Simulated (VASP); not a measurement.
Crystal: MgS (Niningerite).

```
S Mg
1.0
     0.00000    2.60165    2.60165
     2.60165    0.00000    2.60165
     2.60165    2.60165    0.00000
S Mg
1 1
Direct
  0.50000 0.50000 0.50000
  0.00000 0.00000 0.00000
```

Base run:

| Property | Result |
| --- | --- |
| Program | VASP 6.6.1 |
| Functional | PBE0(alpha) |
| Potentials or basis | VASP PAW PBE potentials, release 64 (S, Mg) |
| Cutoff | 520 eV |
| k mesh | 5 × 5 × 5 |
| Occupations | fermi-dirac, width 0.05 eV |
| Spin | no spin polarisation |

Its results: band gap on the k mesh 6.00 eV, indirect (least direct gap 6.63 eV); pressure -1.6 GPa.

After a change of settings the same cell gave: band gap on the k mesh 4.57 eV, indirect (least direct gap 5.15 eV); pressure -0.4 GPa. Which change was it?
A. share of exact exchange from 0.4 to 0.2
B. share of exact exchange from 0.4 to 0.5
C. share of exact exchange from 0.4 to 0.3
D. share of exact exchange from 0.4 to 0.25

A.

Caveats: the PAW data sets were made with another functional, which shifts forces and pressure a little; an odd mesh through Γ misses points on the zone boundary, where band edges often lie.
